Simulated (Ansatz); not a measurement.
**Equation of state of HfC**

```
Hf C
1.0
     0.00000    2.32500    2.32500
     2.32500    0.00000    2.32500
     2.32500    2.32500    0.00000
Hf C
1 1
Cartesian
  2.3250 2.3250 2.3250
  0.0000 0.0000 0.0000
```

The conventional cell has a = 4.650 Å, b = 4.650 Å, c = 4.650 Å, α = 90.00°, β = 90.00°, γ = 90.00°. Around Hf (atom 1) lie 6 C at 2.33 Å. Around C (atom 2) lie 6 Hf at 2.33 Å.

The cell is COD entry 1539502, as deposited and not checked against the literature; nothing was relaxed.

Spin–orbit coupling is left out, though it moves levels of the heavy atoms by tenths of an eV or more.

All numbers are computed: DFT, PBE, all-electron LAPW, scalar-relativistic (Ansatz 0.2.0); DFT, PBE, PAW with Ansatz's default frozen-core files, scalar-relativistic (Ansatz 0.2.0).

For LAPW: a Γ-centred 15×15×15 k mesh, Fermi–Dirac smearing of 0.05 eV, basis error target 1 meV/atom, no spin polarisation. PAW takes a cutoff of 420 eV at this cell. The Ansatz runs share mesh, smearing and spin set-up. Plane-wave (PAW) pressures include the program's estimate of the Pulay term.

The cell above is scaled evenly, with fractional coordinates and shape held.

| V/V(cell) | V (Å³/atom) | P, LAPW (GPa) | P, PAW (GPa) |
| --- | --- | --- | --- |
| 0.9400 | 11.814 | 16.63 | 16.58 |
| 0.9600 | 12.065 | 10.62 | 10.57 |
| 0.9800 | 12.317 | 5.18 | 5.13 |
| 0.9900 | 12.442 | 2.66 | 2.60 |
| 1.0000 | 12.568 | 0.25 | 0.20 |
| 1.0100 | 12.694 | -2.03 | -2.08 |
| 1.0200 | 12.819 | -4.21 | -4.26 |
| 1.0400 | 13.071 | -8.25 | -8.31 |
| 1.0600 | 13.322 | -11.92 | -11.97 |

(1) What do Birch–Murnaghan fits to the pressures give?

## Answers

(1) LAPW: V0 = 12.58 Å³/atom, B0 = 233 GPa, B0′ = 3.9; PAW: V0 = 12.58 Å³/atom, B0 = 234 GPa, B0′ = 3.9.
